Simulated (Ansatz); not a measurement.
# Te2Pt: straining the crystal, equal strain of all cell vectors

An exercise on one series of results from a longer session: the logs are not shown, and one member is left open.

The COD entry's cell or inner coordinates are ideal or old and differ from later refinements, so a difference from it is no clean test against experiment.

Computed with Ansatz 0.2.0 (DFT PBE+D3(BJ), scalar-relativistic, plane waves, PAW, unless a step's input says otherwise).

## Starting point

The structure is trigonal, space group P-3m1 (No. 164). Conventional cell: a = 4.018 Å, b = 4.018 Å, c = 5.212 Å, α = 90.00°, β = 90.00°, γ = 120.00°. Te (site symmetry 3m) has 3 Pt at 2.66 Å as nearest neighbours. Around Pt (site symmetry -3m) lie 6 Te at 2.66 Å.

Structure file:

```xyz
3
Lattice="4.0180 0.0000 0.0000 -2.0090 3.4797 0.0000 0.0000 0.0000 5.2120" Properties=species:S:1:pos:R:3 pbc="T T T"
Te    0.0000    2.3198    1.3030
Te    2.0090    1.1599    3.9090
Pt    0.0000    0.0000    0.0000
```

The structure comes from the Crystallography Open Database.

Set-up of the first run:

Input file input.yaml:

```yaml
crystal:
  lattice:
    - [4.0179999686, 0.0, 0.0]
    - [-2.0089999843, 3.4796900453, 0.0]
    - [0.0, 0.0, 5.212]
  atoms:
    - { symbol: Te, position: [0.3333333333, 0.6666666667, 0.25] }
    - { symbol: Te, position: [0.6666666667, 0.3333333333, 0.75] }
    - { symbol: Pt, position: [0.0, 0.0, 0.0] }
basis:
  ecutwfc: 420
kpoints:
  mp_grid: { grid: [6, 6, 4] }
hamiltonian:
  xc: pbe
  dispersion: d3bj
scf:
  occupations: { method: gaussian, width: 0.1 }
output:
  forces: true
  stress: true
  eigenvalues: true
relax:
  adjacent_minimum: "off"
  f_tol: 0.05
  max_steps: 80
  cell: { stress_tol: 0.5 }
```

Among the steps run: A loose first relaxation; The relaxation; Reference cell for the strains; The cell strained by -2.0 %; Strain +2.0 %; The cell strained by -4.0 %; Strain +4.0 %; Strain -6.0 %; At +6.0 %.

One of the session's tables, all rows but one given; the rest of the session is left out.

It belongs to the step «Energy and stress against strain (a metal throughout)». Lengths are those of the vectors of the cell that was run; stresses in GPa:

```
strain (%)  ΔE (meV/atom)  a (Å)  b (Å)  c (Å)
      -6.0          255.7  3.810  3.810  4.786
      -4.0          102.6  3.891  3.891  4.887
      -2.0              ?      ?      ?      ?
      +0.0            0.0  4.053  4.053  5.091
      +2.0           19.0  4.134  4.134  5.193
      +4.0           70.0  4.215  4.215  5.295
      +6.0          144.9  4.297  4.297  5.396
```

Q: Estimate the row for strain (%) = -2.0 from the others.

Worked estimate for «ΔE (meV/atom)». A straight line through the neighbours (-4.0, 102.6) and (0.0, 0.0) gives 102.6 + (0.0 − 102.6) × (-2.0 + 4.0) / (0.0 + 4.0) = 51.3; a parabola fitted to 4 rows on both sides gives 22.6.

The run gave: ΔE (meV/atom): 23.5; a (Å): 3.972; b (Å): 3.972; c (Å): 4.989. In «ΔE (meV/atom)» the line misses by +27.8 and the parabola by -0.9.

ΔE is over the unstrained cell. Stress in GPa, positive in compression, on the Cartesian axes of the input. 

To keep in mind: Warnings in the runs' records: stress scf threshold loose.
